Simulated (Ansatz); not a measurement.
Li3N:
```
Li3N
1.0
    3.54324     0.00000     0.00000
   -1.77162     3.06854     0.00000
    0.00000     0.00000     3.78630
Li N
3 1
Direct
  0.00000   0.00000   0.50000
  0.33333   0.66667   0.00000
  0.66667   0.33333   0.00000
  0.00000   0.00000   0.00000
```

x, y and z are the axes in which the lattice vectors are written.

### Question
Give the high-frequency dielectric tensor and the Born effective charge tensors of the independent atoms from DFPT, the program Ansatz at the LDA level (PAW).

### Answer

ε∞:
```
5.94  0.00  0.00
0.00  5.94  0.00
0.00  0.00  5.49
```
Z* of atom 1 (Li), rows: field, columns: displacement, in e:
```
0.94  0.00  0.00
0.00  0.94  0.00
0.00  0.00  1.07
```
Z* of atom 2 (Li), rows: field, columns: displacement, in e:
```
0.92  0.00  0.00
0.00  0.92  0.00
0.00  0.00  0.42
```
Z* of atom 4 (N), rows: field, columns: displacement, in e:
```
-2.78   0.00   0.00
 0.00  -2.78   0.00
 0.00   0.00  -1.91
```

Space group P6/mmm. Symmetry was held in the LDA relaxation. At this level the phase is dynamically unstable (imaginary phonons).

Potentials: the later of the program's two PAW sets.
